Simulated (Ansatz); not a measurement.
**CdTe in the zincblende structure**

Level of theory: DFT, PBE, scalar-relativistic, no spin polarisation; plane waves to 420 eV with PAW datasets (Ansatz 0.2.0), Γ-centred 10×10×10 mesh, 0.05 eV Gaussian smearing. The datasets are Ansatz's generated set soft_2.

```yaml
crystal:
  lattice:
    - [0.00000, 3.30909, 3.30909]
    - [3.30909, 0.00000, 3.30909]
    - [3.30909, 3.30909, 0.00000]
  atoms:
    - { symbol: Cd, position: [0.00000, 0.00000, 0.00000] }
    - { symbol: Te, position: [0.25000, 0.25000, 0.25000] }
```

The compound is reported in the structure type of the start.

Cell and atoms are those of this level's equilibrium.

The cell has space group F-43m (read at 0.01 Å). In it the stress is 0.00, 0.00, 0.00, 0.00, 0.00, 0.00 GPa and the largest force component 0.000 eV/Å. Each change below starts from this cell, without further relaxation. Stress is in GPa, positive in compression, in the order xx, yy, zz, yz, xz, xy; energies are counted from the cell above.

**Question.** One atom was moved along a Cartesian axis, and these forces appeared. Which atom, and about how far?
```
atom  Fx (eV/Å)     Fy      Fz
 Cd1      0.000  0.000   0.075
 Te2      0.000  0.000  -0.075
```

**Answer.** Atom 2 (Te) is moved by 0.02 Å along z; the energy changes by 0.7 meV per cell. Moving the other atom the opposite way is the same thing.

**Question.** What happens when atom 1 (Cd) is moved by 0.12 Å along x?

**Answer.** The energy changes by 26.8 meV per cell, and the force on it along the shift is -0.445 eV/Å (−F/u = 3.70 eV/Å²). Stress: 0.07, 0.24, 0.24, 1.22, 0.00, 0.00. The gap on the mesh goes from 0.59 eV to 0.52 eV.
```tsv
atom	Fx (eV/Å)	Fy	Fz
Cd1	-0.445	0.000	0.000
Te2	0.445	0.000	0.000
```
In a harmonic crystal the energy would rise by −½F·u = ½ × 3.70 × 0.12² eV = 26.7 meV, which matches.

**Question.** What stress follows from an engineering strain of -2 % in xx, atoms carried along?

**Answer.** 0.95, 0.64, 0.64, 0.00, 0.00, 0.00 GPa; the energy changes by 4.3 meV per cell. The gap on the mesh goes from 0.59 eV to 0.60 eV.
The change of the stress over the strain gives a clamped-atom stiffness of about 47 GPa for this component, a secant value that lies under the elastic constant in tension and over it in compression, by several per cent for each per cent of strain.
In a harmonic crystal the energy would rise by V(½Cε² − σ₀ε), with σ₀ the stress of the unstrained cell, = 4.3 meV, which matches.

**Question.** A single strain component, atoms carried along, gave the stress 0.64, 0.64, 0.95, 0.00, 0.00, 0.00. Which component, and about how large?

**Answer.** An engineering strain of -2 % in zz; the energy changes by 4.3 meV per cell.

**Question.** All atoms and the cell are disturbed at random:
```
CELL_PARAMETERS angstrom
-0.05756 3.32509 3.38422
3.20790 0.00111 3.32554
3.20994 3.26846 -0.00093
ATOMIC_POSITIONS crystal
Cd 0.00660 0.00181 0.99604
Te 0.24340 0.24819 0.25396
```
Give the energy change, the stress and the forces.

**Answer.** 23.4 meV per cell; stress 0.90, 0.65, 0.29, -0.58, 0.67, 1.14 GPa.
```tsv
atom	Fx (eV/Å)	Fy	Fz
Cd1	0.098	-0.121	-0.289
Te2	-0.098	0.121	0.289
```

**Question.** All atoms and the cell are disturbed at random:
```xyz
2
Lattice="-0.0464 3.3252 3.3239 3.2481 0.0082 3.2692 3.2504 3.2729 0.0058" Properties=species:S:1:pos:R:3 pbc="T T T"
Cd    0.0163   -0.0567   -0.0233
Te    1.5967    1.7083    1.6730
```
Give the energy change, the stress and the forces.

**Answer.** 26.4 meV per cell; stress 0.93, 0.69, 0.82, -0.17, -0.82, -0.09 GPa. The gap on the mesh goes from 0.59 eV to 0.53 eV.
```
atom  Fx (eV/Å)      Fy      Fz
 Cd1     -0.070   0.379   0.128
 Te2      0.070  -0.379  -0.128
```

Kohn–Sham gaps of semilocal functionals lie under measured ones, often by a third or more. No spin–orbit coupling, a notable omission for heavy elements.
